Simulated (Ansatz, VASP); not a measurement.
# InSb in VASP and in Ansatz

INCAR

```
ALGO = Normal
EDIFF = 1E-7
ENCUT = 520
GGA = PS
ISIF = 2
ISMEAR = 0
LASPH = True
LCHARG = False
LREAL = False
LWAVE = False
NBANDS = 16
NELM = 80
PREC = Accurate
SIGMA = 0.1
```

Contents of KPOINTS:

```
k-points
0
Gamma
  6 6 6
```

Contents of POSCAR:

```
InSb
1.0
    0.0000000000      3.3166107100      3.3166107100
    3.3166107100      0.0000000000      3.3166107100
    3.3166107100      3.3166107100      0.0000000000
In Sb
1 1
Direct
    0.0000000000      0.0000000000      0.0000000000
    0.7500000000      0.7500000000      0.7500000000
```

Input for Ansatz:

```yaml
crystal:
  lattice:
    - [0.0, 3.31661071, 3.31661071]
    - [3.31661071, 0.0, 3.31661071]
    - [3.31661071, 3.31661071, 0.0]
  atoms:
    - { symbol: In, position: [0.0, 0.0, 0.0] }
    - { symbol: Sb, position: [0.75, 0.75, 0.75] }
basis:
  ecutwfc: 420
kpoints:
  mp_grid: { grid: [6, 6, 6] }
hamiltonian:
  xc: pbesol
  pseudopotentials: { kind: paw, azcp: { folder: soft_1 } }
scf:
  occupations: { method: gaussian, width: 0.1 }
output:
  forces: true
  stress: true
  eigenvalues: true
```

The cell is a database's computed one.

Alike in both runs: task single point; functional PBEsol; k mesh 6 × 6 × 6; occupations gaussian, width 0.1 eV; no spin polarisation.

|  | VASP | Ansatz |
| --- | --- | --- |
| version | VASP 6.6.1 | Ansatz 0.2.0 |
| potentials or method | VASP PAW PBE potentials, release 64 (In_d, Sb) | scalar-relativistic, plane waves, PAW |
| plane-wave cutoff (eV) | 520 | 420 |
| valence electrons in the cell | 18 | 28 |

|  | VASP | Ansatz | Ansatz less VASP |
| --- | --- | --- | --- |
| gap on the k mesh at the Fermi level (eV) | none | none | - |
| pressure (GPa) | -1.9 | -1.9 | 0.00 |

A gap of «none» marks a metal or a gap that the smearing closes. The functional is the same, so the differences come from potentials, cutoffs and numerics. The two sets of potentials don't hold the same shells in valence. Ansatz warned: «pseudo_functional_mismatch».

Caveats: the PAW data sets were made with another functional, which shifts forces and pressure a little (VASP); this crystal is a semiconductor, whose small gap the functional closes, so the metal is an error of the method. Spin-orbit coupling is left out, which matters for the levels of Sb.
